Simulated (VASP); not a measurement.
GaN:

```xyz
4
Lattice="3.1800 0.0000 0.0000 -1.5900 2.7540 0.0000 0.0000 0.0000 5.1660" Properties=species:S:1:pos:R:3 pbc="T T T"
Ga    0.0000    1.8360    0.0000
Ga    1.5900    0.9180    2.5830
N     0.0000    1.8360    1.9373
N     1.5900    0.9180    4.5203
```

Base run:

* Program: VASP 6.6.1
* Functional: PBE
* Potentials or basis: VASP PAW PBE potentials, release 64 (Ga_d, N)
* Cutoff: 520 eV
* k mesh: 8 × 8 × 5
* Occupations: fermi-dirac, width 0.02 eV
* Spin: no spin polarisation

Its results: band gap on the k mesh 1.97 eV, direct; pressure 7.3 GPa; largest force 0.135 eV/Å.

Question: After a change of settings the same cell gave: band gap on the k mesh 1.99 eV, direct; pressure -3.5 GPa; largest force 0.128 eV/Å. Which change was it?
A. functional from PBE to HSE06; k mesh from 8 × 8 × 5 to 6 × 6 × 4
B. functional from PBE to r2SCAN
C. functional from PBE to PBEsol
D. functional from PBE to LDA; potentials or basis from VASP PAW PBE potentials, release 64 (Ga_d, N) to VASP PAW LDA potentials, release 64 (Ga_d, N)

Answer: D.

Caveats: an odd mesh through Γ misses points on the zone boundary, where band edges often lie.

Not every run made on this cell is shown here.
